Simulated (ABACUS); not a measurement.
# MgSe (Fm-3m) in ABACUS: single point with r2SCAN

Aim: the single point of MgSe with r2SCAN.

All numbers are computed with ABACUS 3.10.1; they aren't measurements. Logs are shortened: lines on timing, memory, paths and dates and some standing lists are left out, and cuts for length are marked.

### Step 1. The crystal as given

The structure is cubic, space group Fm-3m (No. 225). Conventional cell: a = 5.451 Å, b = 5.451 Å, c = 5.451 Å, α = 90.00°, β = 90.00°, γ = 90.00°. Se (site symmetry m-3m) has 6 Mg at 2.73 Å as nearest neighbours. Around Mg (site symmetry m-3m) lie 6 Se at 2.73 Å.

### Step 2. Single point, r2SCAN

Contents of run_abacus.py:

```python
"""ABACUS run from a structure file: ASE reads it, the script writes STRU, KPT and INPUT."""
import re
import subprocess
from ase.io import read
from ase.units import Bohr

atoms = read("MgSe.xyz")
atoms = atoms[(-atoms.numbers).argsort(kind="stable")]  # ABACUS lists atoms element by element
pseudo = {'Se': 'Se_ONCV_PBE-1.2.upf', 'Mg': 'Mg_ONCV_PBE-1.2.upf'}
orbital = {}
magmoms = None
kmesh = [5, 5, 5]
params = {
    'suffix': 'MgSe',
    'calculation': 'scf',
    'basis_type': 'pw',
    'pseudo_dir': './',
    'symmetry': 1,
    'dft_functional': 'MGGA_X_R2SCAN+MGGA_C_R2SCAN',
    'ecutwfc': 101,
    'pseudo_rcut': 7,
    'nspin': 1,
    'nbands': 18,
    'ks_solver': 'dav',
    'smearing_method': 'fd',
    'smearing_sigma': 0.00367493,
    'scf_thr': 1e-08,
    'scf_nmax': 100,
    'mixing_type': 'broyden',
    'mixing_beta': 0.7,
    'cal_force': 1,
    'cal_stress': 1,
    'mixing_tau': 1,
    'out_chg': 1,
    'out_pot': 2,
    'out_elf': 1,
}

symbols = atoms.get_chemical_symbols()
elements = list(dict.fromkeys(symbols))
lines = ["ATOMIC_SPECIES"] + [f"{e} {atoms.get_masses()[symbols.index(e)]:.4f} {pseudo[e]}" for e in elements]
if orbital:
    lines += ["", "NUMERICAL_ORBITAL"] + [orbital[e] for e in elements]
lines += ["", "LATTICE_CONSTANT", f"{1 / Bohr:.10f}", "", "LATTICE_VECTORS"]
lines += [" ".join(f"{x:.10f}" for x in v) for v in atoms.cell]
lines += ["", "ATOMIC_POSITIONS", "Direct"]
for e in elements:
    lines += ["", e, "0.0", str(symbols.count(e))]
    for i, p in enumerate(atoms.get_scaled_positions(wrap=False)):
        if symbols[i] == e:
            mag = "" if magmoms is None else " mag " + " ".join(str(x) for x in (magmoms[i] if isinstance(magmoms[i], list) else [magmoms[i]]))
            lines.append(" ".join(f"{x:.10f}" for x in p) + " 1 1 1" + mag)
open("STRU", "w").write("\n".join(lines) + "\n")
open("KPT", "w").write("K_POINTS\n0\nGamma\n%d %d %d 0 0 0\n" % tuple(kmesh))
open("INPUT", "w").write("INPUT_PARAMETERS\n" + "".join(f"{k:<20s}{v}\n" for k, v in params.items()))

done = subprocess.run(['mpirun', '-np', '4', 'abacus'])
if done.returncode:
    raise SystemExit(done.returncode)
log = open("OUT.MgSe/running_scf.log").read()
print("final energy (eV):", re.findall(r"FINAL_ETOT_IS (\S+)", log))
```

Contents of MgSe.xyz:

```xyz
2
Lattice="0.0000000000 2.7255000000 2.7255000000 2.7255000000 0.0000000000 2.7255000000 2.7255000000 2.7255000000 0.0000000000" Properties=species:S:1:pos:R:3 pbc="T T T"
Se     2.7255000000      2.7255000000      2.7255000000
Mg     0.0000000000      0.0000000000      0.0000000000
```

Potentials or basis: SG15 ONCV 1.2 PBE, plane waves.

Command:

```
$ OMP_NUM_THREADS=1 python run_abacus.py > log
```

running log:

```text
ABACUS v3.10.1

               Atomic-orbital Based Ab-initio Computation at UStc

 ------------------------------------------------------------------------------------

 READING GENERAL INFORMATION
                           global_out_dir = OUT.MgSe/
                           global_in_card = INPUT
                               pseudo_dir = ./
                              orbital_dir =
                                    DSIZE = 4
                                    GSIZE = 1

 READING UNITCELL INFORMATION
                                    ntype = 2
                  lattice constant (Bohr) = 1.88973
              lattice constant (Angstrom) = 1

 READING ATOM TYPE 1
                               atom label = Se
                      L=0, number of zeta = 1
                      L=1, number of zeta = 1
                      L=2, number of zeta = 1
             number of atom for this type = 1

 READING ATOM TYPE 2
                               atom label = Mg
                      L=0, number of zeta = 1
                      L=1, number of zeta = 1
                      L=2, number of zeta = 1
             number of atom for this type = 1

                        TOTAL ATOM NUMBER = 2
DIRECT COORDINATES
    atom                   x                   y                   z     mag                  vx                  vy                  vz
taud_Se1            0.5000000000        0.5000000000        0.5000000000  0.0000        0.0000000000        0.0000000000        0.0000000000
taud_Mg1            0.0000000000        0.0000000000        0.0000000000  0.0000        0.0000000000        0.0000000000        0.0000000000

                          Volume (Bohr^3) = 273.253
                             Volume (A^3) = 40.4919

 Lattice vectors: (Cartesian coordinate: in unit of a_0)
                   +0             +2.7255             +2.7255
              +2.7255                  +0             +2.7255
              +2.7255             +2.7255                  +0
 Reciprocal vectors: (Cartesian coordinate: in unit of 2 pi/a_0)
            -0.183453           +0.183453           +0.183453
            +0.183453           -0.183453           +0.183453
            +0.183453           +0.183453           -0.183453
 The esolver type has been set to : ksdft_pw

                PAO radial cut off (Bohr) = 7

 Read in pseudopotential file is Se_ONCV_PBE-1.2.upf
                     pseudopotential type = NC
          exchange-correlation functional = PBE
                 nonlocal core correction = 0
                        valence electrons = 6
                                     lmax = 2
                           number of zeta = 0
                     number of projectors = 6
                           L of projector = 0
                           L of projector = 0
                           L of projector = 1
                           L of projector = 1
                           L of projector = 2
                           L of projector = 2
 XC functional updated to : MGGA_X_R2SCAN+MGGA_C_R2SCAN
          exchange-correlation functional = MGGA_X_R2SCAN+MGGA_C_R2SCAN
                PAO radial cut off (Bohr) = 7

 Read in pseudopotential file is Mg_ONCV_PBE-1.2.upf
                     pseudopotential type = NC
          exchange-correlation functional = PBE
                 nonlocal core correction = 0
                        valence electrons = 10
                                     lmax = 1
                           number of zeta = 0
                     number of projectors = 4
                           L of projector = 0
                           L of projector = 0
                           L of projector = 1
                           L of projector = 1
 XC functional updated to : MGGA_X_R2SCAN+MGGA_C_R2SCAN
          exchange-correlation functional = MGGA_X_R2SCAN+MGGA_C_R2SCAN
     initial pseudo atomic orbital number = 0

 SETUP THE ELECTRONS NUMBER
            electron number of element Se = 6
      total electron number of element Se = 6
            electron number of element Mg = 10
      total electron number of element Mg = 10
            AUTOSET number of electrons:  = 16
                           occupied bands = 8
                                   NBANDS = 18
                                   NLOCAL = 18

%%%%%%%%%%%%%%%%%%%%%%%%%%%%%%%%%%%%%%%%%%%%%%%%%%%%%%%%%%%%%%%%%%%%%%%%%%%%%%%%%%%%%%%%%%%%%%%%%%%%%%%%%%
 Warning: the number of valence electrons in pseudopotential > 2 for Mg: [Ne] 3s2
 Pseudopotentials with additional electrons can yield (more) accurate outcomes, but may be less efficient.
 If you're confident that your chosen pseudopotential is appropriate, you can safely ignore this warning.
%%%%%%%%%%%%%%%%%%%%%%%%%%%%%%%%%%%%%%%%%%%%%%%%%%%%%%%%%%%%%%%%%%%%%%%%%%%%%%%%%%%%%%%%%%%%%%%%%%%%%%%%%%

 SETUP THE PLANE WAVE BASIS
 energy cutoff for charge/potential (unit:Ry) = 404
            fft grid for charge/potential = [ 48, 48, 48 ]
                        fft grid division = [ 1, 1, 1 ]
        big fft grid for charge/potential = [ 48, 48, 48 ]
[... 50 lines left out ...]
              PURE POINT GROUP OPERATIONS = 48
                   SPACE GROUP OPERATIONS = 48
                              POINT GROUP = O_h
               POINT GROUP IN SPACE GROUP = O_h

 SETUP K-POINTS
                                    nspin = 1
                   Input type of k points = Monkhorst-Pack(Gamma)
                                   nkstot = 125
                       right hand lattice = 1
(for reciprocal lattice: )
                             BRAVAIS TYPE = 2
                     BRAVAIS LATTICE NAME = 02. Cubic I (body-centered)
                                    ibrav = 2
                       right hand lattice = 1
(for k-lattice: )
                             BRAVAIS TYPE = 2
                     BRAVAIS LATTICE NAME = 02. Cubic I (body-centered)
                                    ibrav = 2
                       right hand lattice = 1
                        ROTATION MATRICES = 48
                               nkstot_ibz = 10
K-POINTS REDUCTION ACCORDING TO SYMMETRY
     IBZ    DIRECT_X    DIRECT_Y    DIRECT_Z  WEIGHT  ibz2bz
       1  0.00000000  0.00000000  0.00000000  0.0080       0
       2  0.20000000  0.20000000  0.20000000  0.0640       1
       3  0.40000000  0.40000000  0.40000000  0.0640       2
       4  0.20000000  0.20000000  0.00000000  0.0480       6
       5  0.40000000  0.40000000  0.20000000  0.1920       7
       6 -0.40000000  0.40000000  0.40000000  0.1920       8
       7  0.40000000  0.20000000  0.20000000  0.0960       9
       8  0.40000000  0.40000000  0.00000000  0.0480      12
       9 -0.20000000  0.40000000  0.40000000  0.0960      13
      10 -0.40000000  0.40000000  0.20000000  0.1920      38

                               nkstot now = 10
[... K-POINTS DIRECT COORDINATES: 10 rows ...]

           k-point number in this process = 10
       minimum distributed K point number = 10
[... stars of the k points ...]

[... K-POINTS CARTESIAN COORDINATES: 10 rows ...]

[... K-POINTS DIRECT COORDINATES: 10 rows ...]

 SETUP PLANE WAVES FOR WAVE FUNCTIONS
     energy cutoff for wavefunc (unit:Ry) = 101
              fft grid for wave functions = [ 48, 48, 48 ]
                    number of plane waves = 5961
                         number of sticks = 433

 PARALLEL PW FOR WAVE FUNCTIONS
     PROC   COLUMNS(POT)             PW
        1            109           1492
        2            108           1489
        3            108           1489
        4            108           1491
 --------------- sum -------------------
        4            433           5961

 SETUP NONLOCAL PSEUDOPOTENTIALS IN PLANE WAVE BASIS
 Se non-local projectors:
 projector 1 L=0
 projector 2 L=0
 projector 3 L=1
 projector 4 L=1
 projector 5 L=2
 projector 6 L=2
 Mg non-local projectors:
 projector 1 L=0
 projector 2 L=0
 projector 3 L=1
 projector 4 L=1
      TOTAL NUMBER OF NONLOCAL PROJECTORS = 26

 Init Non-Local PseudoPotential table :
 Init Non-Local-Pseudopotential done.

                                     npwx = 1187

 -------------------------------------------
 SELF-CONSISTENT
 -------------------------------------------
                                 init_chg = atomic

 PW ALGORITHM --------------- ION=   1  ELEC=   1--------------------------------
 Notice: Threshold on eigenvalues was too large.
 hsover_error=0.16 > DRHO=0.0894938
 Origin diag ethr = 0.01
 New diag ethr = 0.000559337

 Density error is 0.0901087696707
                          Error Threshold = 0.000559336544058
----------------------------------------------------------
     Energy           Rydberg                 eV
----------------------------------------------------------
 E_KohnSham     -127.8527960870      -1739.5265320155
 E_Harris       -129.2416247153      -1758.4225149056
 E_Fermi        0.5387674148         7.3303067379
----------------------------------------------------------
[... 63 lines left out ...]
 Density error is 2.38024068729e-09
                          Error Threshold = 4.63722145786e-10
----------------------------------------------------------
     Energy           Rydberg                 eV
----------------------------------------------------------
 E_KohnSham     -127.8698146183      -1739.7580810125
 E_KS(sigma->0) -127.8698146183      -1739.7580810125
 E_Harris       -127.8699240706      -1739.7595701871
 E_band         -25.8448428299       -351.6371264016
 E_one_elec     -71.6906153083       -975.4008613191
 E_Hartree      35.3695073277        481.2268351089
 E_xc           -18.3211828522       -249.2724808896
 E_Ewald        -73.2275237855       -996.3115739128
 E_entropy(-TS) -0.0000000000        -0.0000000000
 E_descf        0.0000000000         0.0000000000
 E_exx          0.0000000000         0.0000000000
 E_Fermi        0.5694815449         7.7481939165
----------------------------------------------------------

 charge density convergence is achieved
 final etot is -1739.758081 eV
 EFERMI = 7.7481939165 eV
The vacuum level is 5.2586588492 eV

 STATE ENERGY(eV) AND OCCUPATIONS    NSPIN == 1
 1/10 kpoint (Cartesian) = 0.0000 0.0000 0.0000 (1158 pws)
       1       -72.0368      0.0160000
       2       -36.8428      0.0160000
       3       -36.8428      0.0160000
       4       -36.8428      0.0160000
       5       -6.99329      0.0160000
       6        6.49421      0.0160000
[... 98 lines left out ...]
       5       -5.69900       0.384000
       6        1.97482       0.384000
[... 10 lines left out ...]
      17        25.0292        0.00000
      18        25.9101        0.00000

[... levels at 4 further k points ...]

------------------------------------------------------------------------------------------
 TOTAL-FORCE (eV/Angstrom)
------------------------------------------------------------------------------------------
                       Se1         0.0000000000         0.0000000000         0.0000000000
                       Mg1         0.0000000000         0.0000000000         0.0000000000
------------------------------------------------------------------------------------------

----------------------------------------------------------------
 TOTAL-STRESS (KBAR)
----------------------------------------------------------------
        13.5394775780         0.0000000000         0.0000000000
         0.0000000000        13.5394775780        -0.0000000000
         0.0000000000        -0.0000000000        13.5394775780
----------------------------------------------------------------
 TOTAL-PRESSURE: 13.539478 KBAR

 --------------------------------------------
 !FINAL_ETOT_IS -1739.7580810125289190 eV
 --------------------------------------------
```

It took 18 s on 4 MPI ranks of AMD EPYC 7R43 (Zen 3), shared host; peak memory 0.32 GiB.

What came out:

```
Free energy            : -1739.7581 eV
Pressure               : 1.4 GPa
Band gap on the k mesh : 2.86 eV, indirect (least direct gap 3.40 eV)
```

Levels at points of the mesh, in eV from the valence-band top:
```tsv
k point	band 6	band 7	band 8	band 9	band 10	band 11
(0.00, 0.00, 0.00)	0.00	0.00	0.00	3.40	7.95	7.95
```

Caveat: the potentials were made for another functional, which shifts forces and pressure; an odd mesh through Γ misses points on the zone boundary, where band edges often lie. r2SCAN opens gaps a little over a GGA but as a rule still falls short of measured ones.

### Step 3. The reference run

An earlier run on the cell as given: functional PBEsol; potentials or basis PseudoDojo NC SR 0.4.1 PBEsol standard; cutoff 1184 eV; density cutoff 4735 eV; basis plane waves; k mesh 8 × 8 × 8; occupations fermi-dirac, width 0.05 eV; no spin polarisation.

- Pressure: 0.0 GPa
- Band gap on the k mesh: 1.77 eV, indirect (least direct gap 2.50 eV)
